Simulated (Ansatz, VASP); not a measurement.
# One calculation of CaO, two programs

The input POSCAR:

```
CaO
1.0
    0.0000000000      2.6067317416      2.6067317416
    2.6067317416      0.0000000000      2.6067317416
    2.6067317416      2.6067317416      0.0000000000
Ca O
1 1
Direct
    0.0000000000      0.0000000000      0.0000000000
    0.2500000000      0.2500000000      0.2500000000
```

Contents of INCAR.step1:

```
ALGO = Normal
EDIFF = 1E-5
ENCUT = 520
GGA = PE
ISIF = 2
ISMEAR = 0
LASPH = True
LREAL = False
LWAVE = True
NBANDS = 15
NELM = 100
PREC = Accurate
SIGMA = 0.01
```

Contents of INCAR.step2:

```
AEXX = 0.05
ALGO = Normal
EDIFF = 1E-6
ENCUT = 520
GGA = PE
HFSCREEN = 0.2078
ISIF = 2
ISMEAR = 0
ISTART = 1
LASPH = True
LCHARG = True
LELF = True
LHFCALC = True
LREAL = False
LVHAR = True
LWAVE = False
NBANDS = 15
NELM = 100
PREC = Accurate
PRECFOCK = Normal
SIGMA = 0.01
```

File KPOINTS:

```
k-points
0
Gamma
  4 4 4
```

Input for Ansatz:

```yaml
crystal:
  lattice:
    - [0.0, 2.6067317416, 2.6067317416]
    - [2.6067317416, 0.0, 2.6067317416]
    - [2.6067317416, 2.6067317416, 0.0]
  atoms:
    - { symbol: Ca, position: [0.0, 0.0, 0.0] }
    - { symbol: O, position: [0.25, 0.25, 0.25] }
kpoints:
  mp_grid: { grid: [4, 4, 4] }
hamiltonian:
  xc:
    exchange: pbe
    correlation: pbe
    exx: { coeff: 0.05, omega: 0.2078 }
scf:
  occupations: { method: fixed }
  n_extra_bands: 4
output:
  forces: true
  stress: true
  eigenvalues: true
```

Alike in both runs: task single point; functional PBE-based screened hybrid; k mesh 4 × 4 × 4; no spin polarisation.

```csv
,VASP,Ansatz
version,VASP 6.6.1,Ansatz 0.2.0
potentials or method,"VASP PAW PBE potentials, release 64 (Ca_sv, O)",plane waves
plane-wave cutoff (eV),520,420
occupations,"gaussian, width 0.01 eV",fixed
valence electrons in the cell,16,16
```

|  | VASP | Ansatz | Ansatz less VASP |
| --- | --- | --- | --- |
| gap on the k mesh at the Fermi level (eV) | 3.59 | 3.60 | +0.010 |
| pressure (GPa) | 1.6 | 1.1 | -0.49 |

Ansatz warned: «stress_exchange_threshold_loose».

Caveats: the k mesh is coarse (spacing up to 0.52 Å⁻¹), so the values aren't converged; the PAW data sets were made with another functional, which shifts forces and pressure a little (VASP). A k mesh can miss the band edges.
